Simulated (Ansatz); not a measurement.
Input and command of a calculation in Ansatz (plane waves; scalar-relativistic PAW potentials unless the input names others):

```yaml
crystal:
  lattice:
    - [3.3417217474, 0.0, 0.0]
    - [-1.6708608737, 2.8940159256, 0.0]
    - [0.0, 0.0, 12.7317698969]
  atoms:
    - { symbol: Mo, position: [0.3333333333, 0.6666666667, 0.25] }
    - { symbol: Mo, position: [0.6666666667, 0.3333333333, 0.75] }
    - { symbol: Se, position: [0.3333333333, 0.6666666667, 0.6184761055] }
    - { symbol: Se, position: [0.6666666667, 0.3333333333, 0.1184761055] }
    - { symbol: Se, position: [0.3333333333, 0.6666666667, 0.8815238945] }
    - { symbol: Se, position: [0.6666666667, 0.3333333333, 0.3815238945] }
  symmetry: { detect: false }
basis:
  ecutwfc: 420
kpoints:
  mp_grid: { grid: [12, 12, 2] }
hamiltonian:
  xc: pbe
  dispersion: d3bj
scf:
  occupations: { method: gaussian, width: 0.05 }
output:
  forces: true
  eigenvalues: true
  stress: true
```

```bash
ansatz run input.yaml --threads 1 --pin off --max-ram 2560MiB --backend cpu --events-out ev --progress --plain --runs-dir out
```

Abridged log:
```
Basis set: ecut = 420 eV, 2419 PW (Γ), exchange–correlation on 48×48×180 points (8 copies of the dense FFT grid, shifted against one another)
Bands: 56, of which v1, the nominal top of the filled ones, is band 46 counted from 1 (45 counted from 0)
Symmetry: 1 space group operations
k-points: 148 of 288 (time reversal used)
SCF iter   1: F=—  HF=-31795.083978 eV  |F-HF|=—  |Δ(HF+E_count)|=         —  Δρ=5.00e-3  dr2=2.02e-2  ethr=1.77e-3  ⟨swp⟩=6.4  Hψ=29421  notcnv=0  defer=1
SCF iter   2: F=—  HF=-31795.092031 eV  |F-HF|=—  |Δ(HF+E_count)|=   8.05e-3  Δρ=2.86e-3  dr2=4.12e-3  ethr=2.19e-5  ⟨swp⟩=2.0  Hψ=12726  notcnv=0  defer=47
SCF iter   3: F=—  HF=-31795.094504 eV  |F-HF|=—  |Δ(HF+E_count)|=   2.47e-3  Δρ=1.56e-3  dr2=1.33e-3  ethr=4.48e-6  ⟨swp⟩=2.2  Hψ=9780  notcnv=0
automatic band count: iteration 3 solves 54 bands in place of 56: the levels show a gap, and the empty bands left out lie too high to hold charge; the band table lists the bands solved (type scf.n_extra_bands for more)
SCF iter   4: F=—  HF=-31795.095734 eV  |F-HF|=—  |Δ(HF+E_count)|=   1.23e-3  Δρ=1.22e-4  dr2=9.92e-6  ethr=1.45e-6  ⟨swp⟩=2.0  Hψ=10239  notcnv=0
SCF iter   5: F=—  HF=-31795.095748 eV  |F-HF|=—  |Δ(HF+E_count)|=   1.40e-5  Δρ=3.61e-5  dr2=1.23e-6  ethr=1.08e-8  ⟨swp⟩=2.0  Hψ=12226  notcnv=0
SCF iter   6: F=—  HF=-31795.095749 eV  |F-HF|=—  |Δ(HF+E_count)|=   1.14e-6  Δρ=9.49e-6  dr2=1.13e-7  ethr=1.34e-9  ⟨swp⟩=2.0  Hψ=14408  notcnv=0
SCF iter   7: F=-31795.095749 eV  HF=-31795.095749 eV  |F-HF|=7.09e-9  |Δ(HF+E_count)|=   4.63e-8  Δρ=3.28e-6  dr2=1.29e-8  ethr=1.09e-10  ⟨swp⟩=4.0  Hψ=28641  notcnv=0
SCF 1 converged in 7 iterations: F = -31795.095749 eV  dr2 = 1.29e-8
SCF converged after 7 iterations
Free energy (F): -31795.095749 eV
Harris-Foulkes:  -31795.095749 eV  (|F-HF|=7.09e-9)
Internal energy: -31795.095749 eV  (E = F + TS)
E sigma→0 (E₀):  -31795.095749 eV
Fermi energy:    12.599294 eV
  E_disp       = -2.764111  (pairwise vdW)
--- Forces (eV/Å), atoms counted from 1 ---
  atom   1  Mo     0.00000002    -0.00000002     0.00000287
  atom   2  Mo     0.00000008    -0.00000003    -0.00000368
  atom   3  Se    -0.00000008     0.00000001     0.35543199
  atom   4  Se    -0.00000004     0.00000004     0.35543357
  atom   5  Se     0.00000002    -0.00000003    -0.35542979
  atom   6  Se    -0.00000002     0.00000002    -0.35543543
--- Stress (GPa, compression-positive) ---
       -5.084582       0.000000       0.000000
        0.000000      -5.084582       0.000000
        0.000000       0.000000      -3.202818
  P = ⅓ Tr σ = -4.4573 GPa (-44.573 kbar)
```

Apart from outputs and empty bands, the input differs from a reference run on usual settings in crystal.symmetry: not typed → {"detect": false}. The reference, at the same geometry (not necessarily relaxed), gave pressure -4.46 GPa, largest force 0.355 eV/Å, gap on the mesh 0.75 eV. This run converged in 7 SCF iterations (reference: 7) with an energy at zero smearing within 0.01 meV/atom of the reference's, pressure -4.46 GPa, largest force 0.355 eV/Å, gap on the mesh 0.75 eV.

It took 23 s on 1 thread of AMD EPYC 9R45 96-Core Processor (Zen 5), on a shared host, peak memory 0.91 GiB.